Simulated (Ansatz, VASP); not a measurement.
# GaSb: VASP beside Ansatz

File INCAR:

```
SYSTEM = GaSb
  ALGO = Normal
  EDIFF = 1E-7
  ENCUT = 520
  GGA = PE
  ISIF = 2
  ISMEAR = 0
  LASPH = .TRUE.
  LCHARG = .FALSE.
  LREAL = .FALSE.
  LWAVE = .FALSE.
  NELM = 80
  PREC = Accurate
  SIGMA = 0.028000000000000004
```

The input KPOINTS:

```
k-points
0
G
  8 8 8
  0 0 0
```

File POSCAR:

```
GaSb
1.0
    0.0000000000      3.0590000000      3.0590000000
    3.0590000000      0.0000000000      3.0590000000
    3.0590000000      3.0590000000      0.0000000000
Sb Ga
1 1
Direct
    0.7500000000      0.7500000000      0.7500000000
    0.0000000000      0.0000000000      0.0000000000
```

The input input.yaml:

```yaml
crystal:
  lattice:
    - [0.0, 3.059, 3.059]
    - [3.059, 0.0, 3.059]
    - [3.059, 3.059, 0.0]
  atoms:
    - { symbol: Sb, position: [0.75, 0.75, 0.75] }
    - { symbol: Ga, position: [0.0, 0.0, 0.0] }
hamiltonian:
  xc: pbe
  pseudopotentials: { kind: paw }
kpoints:
  mp_grid: { grid: [8, 8, 8] }
scf:
  occupations: { method: gaussian, width: 0.028 }
output:
  forces: true
  stress: true
  eigenvalues: true
  write_density: true
  write_potential: true
  elf: true
  volumetric_format: npy
```

Alike in both runs: task single point; functional PBE; k mesh 8 × 8 × 8; occupations gaussian, width 0.028 eV; no spin polarisation.

```csv
,VASP,Ansatz
version,VASP 6.6.1,Ansatz 0.2.0
potentials or method,"VASP PAW PBE potentials, release 64 (Sb, Ga_d)",Ansatz PAW
plane-wave cutoff (eV),520,420
valence electrons in the cell,18,28
```

|  | VASP | Ansatz | Ansatz less VASP |
| --- | --- | --- | --- |
| gap on the k mesh at the Fermi level (eV) | 0.04 | 0.03 | -0.003 |
| least direct gap on the mesh (eV) | 0.04 | 0.03 | -0.003 |
| pressure (GPa) | 2.4 | 2.3 | -0.08 |

With one functional, cell and mesh, what is left measures potentials, basis and numerics. The two sets of potentials don't hold the same shells in valence.

Caveats: spin-orbit coupling is left out, which moves the levels of the heavy elements. A hybrid or GW would open this gap; PBE tends to underestimate it. A k mesh can miss the band edges.
